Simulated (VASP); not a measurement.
Runs of VASP 6.6.1 on Sc. It takes space group I4/mmm (No. 139, tetragonal). Conventional cell: a = 3.885 Å, b = 3.885 Å, c = 3.480 Å, α = 90.00°, β = 90.00°, γ = 90.00°. Around Sc (site symmetry 4/mmm) lie 10 Sc at 3.25 to 3.48 Å. This isn't the form of Sc at room conditions, which is hcp.

```csv
cell,gap on the mesh (eV),pressure (GPa)
"I4/mmm, 26.26 Å³/atom",none,8.3
"I4/mmm, 25.76 Å³/atom",none,(a)
"I4/mmm, 26.77 Å³/atom",none,6.7
"I4/mmm, 25.25 Å³/atom",none,12.0
```

Alike in all rows: task single point; level r2SCAN+rVV10+U; potentials or basis VASP PAW PBE potentials, release 64 (Sc_sv); no spin polarisation; Sc d U = 8.0 eV; k mesh 10 × 10 × 10; cutoff (eV) 520; smearing fermi-dirac 0.1 eV.

**Question.** Fill in the values left out.

**Answer.** (a) 10.1.

Caveats: the PAW data sets were made with another functional, which shifts forces and pressure a little; U without spin polarisation on a metal has little footing; the U is typed as a test and isn't derived for this compound.

A gap of «none» marks a metal or a gap under the smearing width.
